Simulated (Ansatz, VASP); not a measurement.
Given: the input of a run of VASP 6.6.1 on HfC.

The input INCAR:

```
SYSTEM = HfC
PREC     = Accurate       ! precision mode
ENCUT    = 600            ! plane-wave cutoff, eV
EDIFF    = 1E-6           ! SCF threshold, eV
ISMEAR   = -1             ! smearing method
SIGMA    = 0.05           ! smearing width, eV
LREAL    = .False.        ! projectors in reciprocal space
LASPH    = .True.         ! aspherical terms in the spheres
NELM     = 80             ! most SCF steps
ALGO     = Normal         ! electronic algorithm
ISIF     = 3              ! what is computed and relaxed
LWAVE    = .False.        ! write WAVECAR
LCHARG   = .False.        ! write CHGCAR
GGA      = RP             ! functional
IBRION   = 2              ! ionic algorithm
NSW      = 60             ! ionic steps
EDIFFG   = -0.01          ! ionic threshold
```

The input KPOINTS:

```
Automatic mesh
0
Gamma
  10 10 10
  0 0 0
```

The input POSCAR:

```
HfC
1.0
    0.0000000000      2.3250000000      2.3250000000
    2.3250000000      0.0000000000      2.3250000000
    2.3250000000      2.3250000000      0.0000000000
Hf C
1 1
Direct
    0.5000000000      0.5000000000      0.5000000000
    0.0000000000      0.0000000000      0.0000000000
```

Potentials or basis: VASP PAW PBE potentials, release 64 (Hf_pv, C).

Launch:

```sh
$ cat potpaw_PBE.64/Hf_pv/POTCAR potpaw_PBE.64/C/POTCAR > POTCAR
$ mpirun -np 1 vasp_std > vasp.out
```

Question: Translate it to Ansatz 0.2.0. Potentials there: Ansatz PAW.

Answer: As run (the cutoff follows the program's own potentials):

Contents of input.yaml:

```yaml
crystal:
  lattice:
    - [0.0, 2.325, 2.325]
    - [2.325, 0.0, 2.325]
    - [2.325, 2.325, 0.0]
  atoms:
    - { symbol: Hf, position: [0.5, 0.5, 0.5] }
    - { symbol: C, position: [0.0, 0.0, 0.0] }
hamiltonian:
  xc: rpbe
  pseudopotentials: { kind: paw }
kpoints:
  mp_grid: { grid: [10, 10, 10] }
scf:
  occupations: { method: fermi_dirac, width: 0.05 }
output:
  forces: true
  stress: true
  eigenvalues: true
relax:
  f_tol: 0.01
  max_steps: 40
  cell: { stress_tol: 0.05 }
```

Potentials or basis: Ansatz PAW.

Command:

```console
$ ansatz run input.yaml --threads 2 --pin off --max-ram 5632MiB --backend cpu --events-out ev --progress --plain --runs-dir out
```

Both were run:

|  | VASP | Ansatz | Ansatz less VASP |
| --- | --- | --- | --- |
| gap on the k mesh at the Fermi level, each at its own relaxed structure (eV) | none | none | - |
| relaxed volume (Å³/atom) | 12.75 | 12.80 | +0.048 |
| relaxed cell length with the largest relative difference (Å) | 3.304 | 3.308 | +0.0041 |
| energy change over the relaxation (meV/atom) | -2 | -3 | -1.1 |

A gap of «none» marks a metal or a gap that the smearing closes. The two sets of potentials don't hold the same shells in valence.

Caveats: the PAW data sets were made with another functional, which shifts forces and pressure a little (VASP); the plane-wave basis is chosen anew once the cell has moved, so the energies of steps on either side of that aren't comparable (Ansatz); the PAW data sets come from PBE, with cores solved anew for the run's functional, which leaves a small shift of forces and pressure (Ansatz). RPBE and its kin give volumes clearly too large for solids. Zero-point motion and thermal expansion aren't in these numbers.
